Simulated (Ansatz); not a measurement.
# Pressure coefficients of KF

Space group F-43m (No. 216). a = 5.950 Å, b = 5.950 Å, c = 5.950 Å, α = 90.00°, β = 90.00°, γ = 90.00°
```tsv
atom	site	symmetry	x	y	z
K	4a	-43m	0.0000	0.0000	0.0000
F	4d	-43m	0.2500	0.2500	0.7500
```

The runs use the primitive cell with vectors (0.000, 2.975, 2.975), (2.975, 0.000, 2.975), (2.975, 2.975, 0.000) Å, to which the k mesh refers.

The structure is cubic, space group F-43m (No. 216). Conventional cell: a = 5.950 Å, b = 5.950 Å, c = 5.950 Å, α = 90.00°, β = 90.00°, γ = 90.00°. Around K (site symmetry -43m) lie 4 F at 2.58 Å. F (site symmetry -43m) is surrounded by 4 K at 2.58 Å.

The structure comes from a relaxation in the same program, started in the zincblende type, and has space group F-43m. Whether it is a known phase or the ground state wasn't checked.

Method: DFT, PBE, all-electron LAPW, scalar-relativistic (Ansatz 0.2.0).

Sampling and basis: a Γ-centred 11×11×11 k mesh, Fermi–Dirac smearing of 0.05 eV, basis error target 0.25 meV/atom, no spin polarisation.

The cell is scaled evenly with fractional coordinates held. Semilocal gaps are too small, but their slopes carry over better.

```csv
V/V(cell),P (GPa),gap on the k mesh (eV)
0.9600,0.93,5.175
0.9800,0.45,5.118
1.0000,0.02,5.063
1.0200,-0.37,5.010
```

**Question.** From the rows at 0.9800 and 1.0200, what is the bulk modulus at the cell's volume?

**Answer.** B = −ΔP/Δln V = −[(-0.37) − (0.45)]/0.04001 = 20.5 GPa.

**Question.** What are the gap's volume deformation potential and pressure coefficient?

**Answer.** dEg/dln V = (5.010 − 5.118)/0.04001 = -2.70 eV, and dEg/dP = −(dEg/dln V)/B = 132 meV/GPa: pressure widens the gap.

**Question.** Predict the row at V/V(cell) = 1.0400. How far is a linear estimate of P off?

**Answer.** P = -0.71 GPa, gap 4.958 eV. The linear estimate P(cell) − B ln(V/V(cell)) = -0.78 GPa misses by 0.07 GPa, since the modulus falls on expansion.
